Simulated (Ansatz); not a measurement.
Generalised stacking fault in TiAl$_{3}$

Computed with DFT PBEsol, scalar-relativistic, plane waves, PAW in Ansatz. Settings: plane waves to 420 eV, k-mesh 12×12×4 (Γ-centred), Gaussian smearing 0.15 eV. No spin polarisation. Energies are free energies at this smearing, counted from the undisturbed cell; pressure is positive in compression.

Zero of the scan (relaxed at this level; this form isn't the usual structure):

```
Ti Al
1.0
     0.00000   -3.94834    0.00000
     0.00000    0.00000   -3.94834
    11.84503    0.00000    0.00000
Ti Al
3 9
Direct
  0.00000 0.00000 0.24998
  0.00000 0.00000 0.58332
  0.00000 0.00000 0.91665
  0.50000 0.00000 0.08332
  0.50000 0.00000 0.41665
  0.50000 0.00000 0.74998
  0.00000 0.50000 0.08332
  0.00000 0.50000 0.41665
  0.00000 0.50000 0.74998
  0.50000 0.50000 0.91665
  0.50000 0.50000 0.24998
  0.50000 0.50000 0.58332
```

The cut lies on the cell's a–b face, a (1 0 0) plane (indices in the standard cell, whose axes needn't be the Cartesian ones shown) of area 15.59 Å², between layers 1.97 Å apart. Vector c is tilted by f times 1·a + 0·b (length 3.948 Å) with the atoms' Cartesian places fixed: one unrelaxed fault a cell. The cell is metallic on the mesh throughout.

| f | γ (mJ/m²) | shear traction, the slope of γ along the slip (GPa) |
| --- | --- | --- |
| 0.0000 | 0 | 0.0 |
| 0.1000 | 341 | 17.6 |
| 0.2000 | 1424 | 37.5 |
| 0.4000 | ? | ? |

By symmetry 0.6000 repeats 0.4000, 0.8000 repeats 0.2000 in energy, with the opposite slope along the path.

Problem. Give the withheld values.

Solution. γ (mJ/m²) at f = 0.4000: 5152; shear traction, the slope of γ along the slip (GPa) at f = 0.4000: 40.2.